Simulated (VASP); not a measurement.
BAs: work function with HSE06

Sheet: BAs, a sheet with vacuum.

```
B As
1.0
     3.36489    0.00000    0.00000
    -1.68244    2.91408    0.00000
     0.00000    0.00000   16.00000
B As
1 1
Direct
  0.33333 0.66667 0.50000
  0.66667 0.33333 0.50000
```

The cell was built by a generator and needn't be a form met in nature.

| Property | Result |
| --- | --- |
| Program | VASP 6.6.1 |
| Task | work function |
| Functional | HSE06 |
| Potentials or basis | VASP PAW PBE potentials, release 64 (B, As) |
| Cutoff | 520 eV |
| k mesh | 6 × 6 × 1 |
| Occupations | gaussian, width 0.03 eV |
| Spin | no spin polarisation |
| Grid for exact exchange (PRECFOCK) | Fast |
| Dipole correction | yes |
| Screening parameter | 0.2 1/A |
| Further INCAR settings | ALGO = Normal; EDIFF = 1e-06 |

| Quantity | Value |
| --- | --- |
| Band gap on the k mesh | 1.17 eV, direct |
| Ionisation potential of the upper face | 5.18 eV |

Levels at points of the mesh, in eV from the valence-band top:
| k point | band 2 | band 3 | band 4 | band 5 | band 6 | band 7 |
| --- | --- | --- | --- | --- | --- | --- |
| (0.00, 0.00, 0.00) | -4.57 | -1.90 | -1.90 | 4.11 | 4.93 | 5.23 |
| (0.50, 0.00, 0.00) | -9.36 | -4.17 | -1.20 | 1.92 | 3.24 | 8.11 |

Run time: 2.3 min on 1 thread of Intel(R) Xeon(R) Platinum 8259CL CPU @ 2.50GHz (Skylake/Cascade Lake) (shared host), peak memory 0.38 GiB.
